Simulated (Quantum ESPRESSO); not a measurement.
Crystal: Nb.

```
Nb
1.0
     0.00000    2.11500    2.11500
     2.11500    0.00000    2.11500
     2.11500    2.11500    0.00000
Nb
1
Cartesian
  0.0000 0.0000 0.0000
```

This isn't the form of Nb at room conditions, which is bcc.

| Property | Result |
| --- | --- |
| Program | Quantum ESPRESSO 7.5 |
| Task | relaxation of cell and atoms |
| Functional | PBEsol |
| Dispersion | D4 |
| Potentials or basis | GBRV 1.5 PBEsol |
| Cutoff | 612 eV |
| Density cutoff | 4898 eV |
| k mesh | 11 × 11 × 11 |
| Occupations | fermi-dirac, width 0.05 eV |
| Spin | no spin polarisation |

At the start: pressure -9.4 GPa; volume 18.92 Å³/atom.

Where does the relaxation end?

Over 14 steps the energy falls by 30.6 meV/atom and the volume is 17.87 Å³/atom (-5.6 %); space group Fm-3m (No. 225, to 0.05 Å).

The path:
```csv
step,energy change (eV),largest force (eV/Å),pressure (GPa),volume (Å³)
1,0.0000,0.0000,-9.37,18.92
2,-0.0254,0.0000,-4.25,18.30
3,-0.0243,0.0000,4.38,17.45
4,-0.0260,0.0000,3.68,17.51
5,-0.0284,0.0000,2.42,17.63
6,-0.0302,0.0000,0.81,17.78
7,-0.0305,0.0000,-0.86,17.95
8,-0.0305,0.0000,-0.83,17.94
9,-0.0305,0.0000,-0.77,17.94
10,-0.0306,0.0000,-0.68,17.93
11,-0.0306,0.0000,-0.56,17.91
12,-0.0306,0.0000,-0.42,17.90
13,-0.0306,0.0000,-0.26,17.89
14,-0.0306,0.0000,-0.10,17.87
```

Final structure:
```xyz
1
Lattice="0.0000 2.0750 2.0750 2.0750 0.0000 2.0750 2.0750 2.0750 0.0000" Properties=species:S:1:pos:R:3 pbc="T T T"
Nb    0.0000    0.0000    0.0000
```

Caveat: pairwise dispersion overbinds metals, which lowers pressure and volume.
